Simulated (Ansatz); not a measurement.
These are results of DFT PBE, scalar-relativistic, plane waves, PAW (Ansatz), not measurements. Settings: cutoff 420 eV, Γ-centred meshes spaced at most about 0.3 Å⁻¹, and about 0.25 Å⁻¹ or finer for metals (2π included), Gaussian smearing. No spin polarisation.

Temperature and zero-point effects are left out.

Task: Which of these relaxed structures of CdTe4 is the lowest in energy?
A.

Space group Pm-3m (No. 221). a = 5.803 Å, b = 5.803 Å, c = 5.803 Å, α = 90.00°, β = 90.00°, γ = 90.00°
```csv
atom,site,symmetry,x,y,z
Cd,1a,m-3m,0.0000,0.0000,0.0000
Te,3c,4/mm.m,0.0000,0.5000,0.5000
Te,1b,m-3m,0.5000,0.5000,0.5000
```

B.

Space group P4/mmm (No. 123). a = 4.466 Å, b = 4.466 Å, c = 8.525 Å, α = 90.00°, β = 90.00°, γ = 90.00°
```tsv
atom	site	symmetry	x	y	z
Cd	1a	4/mmm	0.0000	0.0000	0.0000
Te	4i	2mm.	0.0000	0.5000	0.7337
```

Result: B. The other, A, lies 0.44 eV/atom higher. Counting Te atoms around Cd (those within 1.25 times the shortest such distance or 1.15 times the sum of covalent radii; a plus sign parts nearer from farther groups; the shortest distance is added where it is long for a bond): B has Cd 8; A has Cd 12+8 from 4.1 Å. A holds Te–Te bonds in all directions (shortest 2.90 Å); in B the shortest Te–Te distance is 3.16 Å, near bonding range too. Both come from invented guesses. Even the lowest of the cells shown lies +0.05 eV/atom against the elements.

No dispersion correction is applied, so the spacing and binding between layers, chains or molecules are poorly described (P4/mmm), and this can change margins and order among such cells. Spin–orbit coupling, which can matter for Te, is left out. Cells relaxed within their symmetry can be saddle points. Some candidate types were left out of the draw beforehand, so a known form may be missing.
